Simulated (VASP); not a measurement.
Runs of VASP 6.6.1 on GeS. Symmetry: Pnma, No. 62, orthorhombic system. The conventional cell has a = 10.481 Å, b = 3.646 Å, c = 4.299 Å, α = 90.00°, β = 90.00°, γ = 90.00°. Ge (site symmetry m) is surrounded by 3 S at 2.44 to 2.45 Å. S (site symmetry m) is surrounded by 3 Ge at 2.44 to 2.45 Å. 

```tsv
task	cell	gap on the mesh (eV)	pressure (GPa)
relaxation of cell and atoms	relaxed	0.72	0.0
relaxation of shape and atoms at fixed volume	atoms relaxed at fixed volume from: a relaxed cell with its volume scaled by 0.98	0.62	1.0
relaxation of shape and atoms at fixed volume	atoms relaxed at fixed volume	(a)	0.0
relaxation of shape and atoms at fixed volume	atoms relaxed at fixed volume from: a relaxed cell with its volume scaled by 1.02	0.79	-0.8
```

Alike in all rows: level LDA; potentials or basis VASP PAW LDA potentials, release 64 (Ge_d, S); no spin polarisation; k mesh 4 × 8 × 6; cutoff (eV) 600; smearing gaussian 0.03 eV.

Task: Estimate the missing entries.

Result: (a) 0.71.

Caveats: the relaxation stopped at its first step, so nothing moved (some runs).

A k mesh can miss the band edges, and the runs leave out spin-orbit coupling on Ge.
